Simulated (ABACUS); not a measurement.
# Mo (Im-3m) in ABACUS: notebook

Aim: see how the results for Mo move with the level of theory and the settings. Levels: PBE, HLE16. Tasks: single point.

Everything below comes from runs of ABACUS 3.10.1. Logs are shortened: lines on timing, memory, paths and dates and some standing lists are left out, and cuts for length are marked.

### Step 1. Starting point

It takes space group Im-3m (No. 229, cubic). Conventional cell: a = 3.168 Å, b = 3.168 Å, c = 3.168 Å, α = 90.00°, β = 90.00°, γ = 90.00°. Mo (site symmetry m-3m) has 8 Mo at 2.74 Å as nearest neighbours.

### Step 2. Single point, PBE, spin-orbit coupling, no magnetisation

Input file INPUT:

```
INPUT_PARAMETERS
suffix              Mo
calculation         scf
basis_type          lcao
pseudo_dir          ./
orbital_dir         ./
latname             bcc
symmetry            0
dft_functional      pbe
ecutwfc             100
pseudo_rcut         10
nspin               4
nbands              34
ks_solver           genelpa
smearing_method     fd
smearing_sigma      0.00367493
scf_thr             1e-07
scf_nmax            100
mixing_type         broyden
mixing_beta         0.4
cal_force           1
cal_stress          1
noncolin            0
lspinorb            1
out_mul             1
out_chg             1
```

Input file STRU:

```
ATOMIC_SPECIES
Mo 95.9500 Mo.upf

NUMERICAL_ORBITAL
Mo_confined-atom_7au_3s2p2d1f.orb

LATTICE_CONSTANT
5.9859303812

ATOMIC_POSITIONS
Direct

Mo
0.0
1
0.0000000000 0.0000000000 0.0000000000 1 1 1
```

Input file KPT:

```
K_POINTS
0
Gamma
8 8 8 0 0 0
```

Potentials or basis: PseudoDojo NC FR 0.4 PBE stringent, DZP LCAO (the cutoffs set its grid).

Run with:

```console
$ OMP_NUM_THREADS=1 mpirun -np 4 abacus > log
```

running log:

```text
ABACUS v3.10.1

               Atomic-orbital Based Ab-initio Computation at UStc

 ------------------------------------------------------------------------------------

 READING GENERAL INFORMATION
                           global_out_dir = OUT.Mo/
                           global_in_card = INPUT
                               pseudo_dir = ./
                              orbital_dir = ./
                                    DSIZE = 4
                                    GSIZE = 1

 READING UNITCELL INFORMATION
                                    ntype = 1
                  lattice constant (Bohr) = 5.98593
              lattice constant (Angstrom) = 3.16762

 READING ATOM TYPE 1
                               atom label = Mo
                      L=0, number of zeta = 3
                      L=1, number of zeta = 2
                      L=2, number of zeta = 2
                      L=3, number of zeta = 1
             number of atom for this type = 1
               magnetization of element 1 = [ 0, 0, 0 ]

                        TOTAL ATOM NUMBER = 1
DIRECT COORDINATES
    atom                   x                   y                   z     mag                  vx                  vy                  vz
taud_Mo1            0.0000000000        0.0000000000        0.0000000000  0.0000        0.0000000000        0.0000000000        0.0000000000

                          Volume (Bohr^3) = 107.242
                             Volume (A^3) = 15.8916

 Lattice vectors: (Cartesian coordinate: in unit of a_0)
                 +0.5                +0.5                +0.5
                 -0.5                +0.5                +0.5
                 -0.5                -0.5                +0.5
 Reciprocal vectors: (Cartesian coordinate: in unit of 2 pi/a_0)
                   +1                  -0                  +1
                   -1                  +1                  -0
                   +0                  -1                  +1
 The esolver type has been set to : ksdft_lcao

                PAO radial cut off (Bohr) = 10

 Read in pseudopotential file is Mo.upf
                     pseudopotential type = NC
          exchange-correlation functional = PBE
                 nonlocal core correction = 1
                        valence electrons = 14
                                     lmax = 2
                           number of zeta = 6
                     number of projectors = 10
                           L of projector = 0
                           L of projector = 0
[... 6 lines left out ...]
                           L of projector = 2
                           L of projector = 2
     initial pseudo atomic orbital number = 20

 SETUP THE ELECTRONS NUMBER
            electron number of element Mo = 14
      total electron number of element Mo = 14
            AUTOSET number of electrons:  = 14
                           occupied bands = 14
                                   NLOCAL = 52
                                   NBANDS = 34
                                   NBANDS = 34
                                   NLOCAL = 52

%%%%%%%%%%%%%%%%%%%%%%%%%%%%%%%%%%%%%%%%%%%%%%%%%%%%%%%%%%%%%%%%%%%%%%%%%%%%%%%%%%%%%%%%%%%%%%%%%%%%%%%%%%
 Warning: the number of valence electrons in pseudopotential > 6 for Mo: [Kr] 4d5 5s1
 Pseudopotentials with additional electrons can yield (more) accurate outcomes, but may be less efficient.
 If you're confident that your chosen pseudopotential is appropriate, you can safely ignore this warning.
%%%%%%%%%%%%%%%%%%%%%%%%%%%%%%%%%%%%%%%%%%%%%%%%%%%%%%%%%%%%%%%%%%%%%%%%%%%%%%%%%%%%%%%%%%%%%%%%%%%%%%%%%%

 SETUP THE PLANE WAVE BASIS
 energy cutoff for charge/potential (unit:Ry) = 400
            fft grid for charge/potential = [ 36, 36, 36 ]
                        fft grid division = [ 3, 3, 3 ]
        big fft grid for charge/potential = [ 12, 12, 12 ]
                                     nbxx = 432
                                     nrxx = 11664

 SETUP PLANE WAVES FOR CHARGE/POTENTIAL
                    number of plane waves = 14579
                         number of sticks = 809

 PARALLEL PW FOR CHARGE/POTENTIAL
     PROC   COLUMNS(POT)             PW
        1            203           3646
        2            202           3645
        3            202           3644
        4            202           3644
 --------------- sum -------------------
        4            809          14579
                            number of |g| = 167
                                  max |g| = 362
                                  min |g| = 0

----------- Double Check Mixing Parameters Begin ------------
mixing_type: broyden
mixing_beta: 0.4
mixing_gg0: 1
mixing_gg0_min: 0.1
mixing_beta_mag: 1.6
mixing_gg0_mag: 0
mixing_ndim: 8
----------- Double Check Mixing Parameters End ------------

 SETUP K-POINTS
                                    nspin = 4
                   Input type of k points = Monkhorst-Pack(Gamma)
                                   nkstot = 512
K-POINTS DIRECT COORDINATES
 KPOINTS    DIRECT_X    DIRECT_Y    DIRECT_Z  WEIGHT
       1  0.00000000  0.00000000  0.00000000  0.0020
       2  0.12500000  0.00000000  0.00000000  0.0020
       3  0.25000000  0.00000000  0.00000000  0.0020
       4  0.37500000  0.00000000  0.00000000  0.0020
       5  0.50000000  0.00000000  0.00000000  0.0020
       6  0.62500000  0.00000000  0.00000000  0.0020
[... 22 lines left out ...]
      29  0.50000000  0.37500000  0.00000000  0.0020
      30  0.62500000  0.37500000  0.00000000  0.0020
[... 482 further k points ...]

           k-point number in this process = 512
       minimum distributed K point number = 512

[... K-POINTS CARTESIAN COORDINATES: 512 rows ...]

[... K-POINTS DIRECT COORDINATES: 512 rows ...]

 SETUP PLANE WAVES FOR WAVE FUNCTIONS
     energy cutoff for wavefunc (unit:Ry) = 100
              fft grid for wave functions = [ 36, 36, 36 ]
                    number of plane waves = 3367
                         number of sticks = 307

 PARALLEL PW FOR WAVE FUNCTIONS
     PROC   COLUMNS(POT)             PW
        1             77            842
        2             77            842
        3             77            842
        4             76            841
 --------------- sum -------------------
        4            307           3367

 SET NONLOCAL PSEUDOPOTENTIAL PROJECTORS
 max number of nonlocal projetors among all species is 10

 -------------------------------------------
 SELF-CONSISTENT
 -------------------------------------------

 SETUP SEARCHING RADIUS FOR PROGRAM TO SEARCH ADJACENT ATOMS
                  longest orb rcut (Bohr) = 7
   longest nonlocal projector rcut (Bohr) = 1.5
                     search radius (Bohr) = 17
              searching radius is (Bohr)) = 17
         searching radius unit is (Bohr)) = 5.99
                         PeriodicBoundary = 1
                        Radius(unit:lat0) = 2.84
                                   glayer = [ 6, 6, 6 ]
                             glayer_minus = [ 5, 5, 5 ]

Find the coordinate range of the input atom(unit:lat0).
                                  min_tau = [ -7.5, -7.5, -7.5 ]
                                  max_tau = [ 7.5, 7.5, 7.5 ]
                                BoxNumber = [ 11, 11, 11 ]

 SETUP EXTENDED REAL SPACE GRID FOR GRID INTEGRATION
                          real space grid = [ 36, 36, 36 ]
                 big cell numbers in grid = [ 12, 12, 12 ]
             meshcell numbers in big cell = [ 3, 3, 3 ]
                        extended fft grid = [ 20, 20, 20 ]
                dimension of extened grid = [ 53, 53, 53 ]
                            UnitCellTotal = 125
              Atom number in sub-FFT-grid = 1
    Local orbitals number in sub-FFT-grid = 52
                                ParaV.nnr = 100724
                                 init_chg = atomic

 LCAO ALGORITHM --------------- ION=   1  ELEC=   1--------------------------------
total magnetism (Bohr mag/cell)	-8.31406e-18	-1.26052e-17	-1.23451e-15
       absolute magnetism (Bohr mag/cell) = 1.92139e-15

 Density error is 0.0966451693263
----------------------------------------------------------
     Energy           Rydberg                 eV
----------------------------------------------------------
 E_KohnSham     -140.5291127454      -1911.9966682216
 E_Harris       -142.9381359082      -1944.7731098498
 E_Fermi        1.5902022710         21.6358118575
----------------------------------------------------------

 LCAO ALGORITHM --------------- ION=   1  ELEC=   2--------------------------------
total magnetism (Bohr mag/cell)	-3.16314e-16	8.85887e-17	-1.64549e-15
       absolute magnetism (Bohr mag/cell) = 2.50547e-15

 Density error is 0.0422484033301
----------------------------------------------------------
     Energy           Rydberg                 eV
----------------------------------------------------------
 E_KohnSham     -140.5282310974      -1911.9846727857
 E_Harris       -141.3979044693      -1923.8171860424
 E_Fermi        1.5539432509         21.1424825807
----------------------------------------------------------
[... 83 lines left out ...]
 Density error is 2.52927295947e-07
----------------------------------------------------------
     Energy           Rydberg                 eV
----------------------------------------------------------
 E_KohnSham     -140.5316663480      -1912.0314117673
 E_Harris       -140.5316593935      -1912.0313171469
 E_Fermi        1.5327324402         20.8538946957
----------------------------------------------------------

 LCAO ALGORITHM --------------- ION=   1  ELEC=  10--------------------------------
total magnetism (Bohr mag/cell)	1.22543e-15	-6.0955e-16	-2.45214e-15
       absolute magnetism (Bohr mag/cell) = 3.3009e-15

 Density error is 1.03623310199e-09
----------------------------------------------------------
     Energy           Rydberg                 eV
----------------------------------------------------------
 E_KohnSham     -140.5316663481      -1912.0314117689
 E_KS(sigma->0) -140.5314066999      -1912.0278790745
 E_Harris       -140.5316663407      -1912.0314116687
 E_band         -4.1932993293        -57.0527642977
 E_one_elec     -18.7079829694       -254.5351664708
 E_Hartree      17.9393584783        244.0774937701
 E_xc           -20.6014714493       -280.2973988946
 E_Ewald        -119.1610511114      -1621.2692747849
 E_entropy(-TS) -0.0005192963        -0.0070653888
 E_descf        0.0000000000         0.0000000000
 E_exx          0.0000000000         0.0000000000
 E_Fermi        1.5327326084         20.8538969852
----------------------------------------------------------

 charge density convergence is achieved
 final etot is -1912.0314118 eV
 EFERMI = 20.853896985 eV

 STATE ENERGY(eV) AND OCCUPATIONS    NSPIN == 4
 1/512 kpoint (Cartesian) = 0.0000 0.0000 0.0000 (459 pws)
       1       -40.3578     0.00195312
       2       -40.3578     0.00195312
       3       -15.3935     0.00195312
       4       -15.3935     0.00195312
       5       -12.8340     0.00195312
       6       -12.8340     0.00195312
[... 206 lines left out ...]
      33        48.2912        0.00000
      34        48.2912        0.00000

[... levels at 506 further k points ...]

-------------------------------------------------------------------------------------------
       Total Magnetism (uB)                    x                    y                    z
-------------------------------------------------------------------------------------------
                        Mo1         0.0000000000         0.0000000000         0.0000000000
-------------------------------------------------------------------------------------------

-------------------------------------------------------------------------------------------
       Total Magnetism (uB)       Magnitude (uB)       Polar (degree)     Azimuth (degree)
-------------------------------------------------------------------------------------------
                        Mo1         0.0000000000                 -nan         0.0000000000
-------------------------------------------------------------------------------------------

 correction force for each atom along direction 1 is -3.60703e-14
 correction force for each atom along direction 2 is -6.28561e-14
 correction force for each atom along direction 3 is 1.64194e-15
------------------------------------------------------------------------------------------
 TOTAL-FORCE (eV/Angstrom)
------------------------------------------------------------------------------------------
                       Mo1         0.0000000000         0.0000000000         0.0000000000
------------------------------------------------------------------------------------------

----------------------------------------------------------------
 TOTAL-STRESS (KBAR)
----------------------------------------------------------------
        -2.7628324595         0.0000000001         0.0000000001
         0.0000000001        -2.7628324592         0.0000000002
         0.0000000001         0.0000000002        -2.7628324592
----------------------------------------------------------------
 TOTAL-PRESSURE: -2.762832 KBAR

 --------------------------------------------
 !FINAL_ETOT_IS -1912.0314117689242721 eV
 --------------------------------------------
```

It took 48 s on 4 MPI ranks of Intel Xeon Platinum 8259CL at 2.50GHz (Skylake/Cascade Lake), shared host; peak memory 0.8 GiB.

Results:

* Free energy: -1912.0314 eV
* Pressure: -0.3 GPa
* Band gap on the k mesh: none (metal or under the smearing width)

Caveat: the atomic orbitals were generated for these runs and aren't a published set; the basis of atomic orbitals isn't converged, which shifts pressures, moduli and gaps.

### Step 3. Single point, HLE16

Input file INPUT:

```
INPUT_PARAMETERS
suffix              Mo
calculation         scf
basis_type          pw
pseudo_dir          ./
symmetry            1
dft_functional      GGA_XC_HLE16
ecutwfc             40
pseudo_rcut         10
nspin               1
nbands              17
ks_solver           dav
smearing_method     fd
smearing_sigma      0.00367493
scf_thr             1e-08
scf_nmax            100
mixing_type         broyden
mixing_beta         0.7
cal_force           1
cal_stress          1
ecutrho             320
out_chg             1
kpar                4
```

Input file STRU:

```
ATOMIC_SPECIES
Mo 95.9500 mo_pbe_v1.uspp.F.UPF

LATTICE_CONSTANT
1.8897261246

LATTICE_VECTORS
-1.5838089719 1.5838089719 1.5838089719
1.5838089719 -1.5838089719 1.5838089719
1.5838089719 1.5838089719 -1.5838089719

ATOMIC_POSITIONS
Direct

Mo
0.0
1
0.0000000000 0.0000000000 0.0000000000 1 1 1
```

Input file KPT:

```
K_POINTS
0
Gamma
10 10 10 0 0 0
```

Potentials or basis: GBRV ultrasoft 1.5 PBE, plane waves.

Run with:

```console
$ OMP_NUM_THREADS=1 mpirun -np 4 abacus > log
```

Run time: 4.9 s. Hardware: 4 MPI ranks of Intel Xeon Platinum 8488C (Sapphire Rapids), shared host; peak memory 0.36 GiB.

It converged, with:

```yaml
Free_energy: -1957.3377 eV
Pressure: -51.6 GPa
Band_gap_on_the_k_mesh: none (metal or under the smearing width)
```

Levels at points of the mesh, in eV from the Fermi level:
| k point | band 5 | band 6 | band 7 | band 8 | band 9 | band 10 |
| --- | --- | --- | --- | --- | --- | --- |
| (0.00, 0.00, 0.00) | -6.65 | -1.41 | -1.41 | -1.41 | 1.35 | 1.35 |
| (0.50, 0.50, 0.00) | -4.97 | -3.26 | 1.39 | 1.85 | 1.93 | 4.04 |
| (0.50, 0.50, 0.50) | -5.13 | -5.13 | 3.38 | 3.38 | 3.38 | 9.43 |

Caveat: the cell as given lies far from equilibrium; the potentials were made for a functional far from this one; so large a pressure means that the cell lies far from this level's equilibrium, or that cutoff or potentials fall short; the potentials were made for another functional, which shifts forces and pressure.
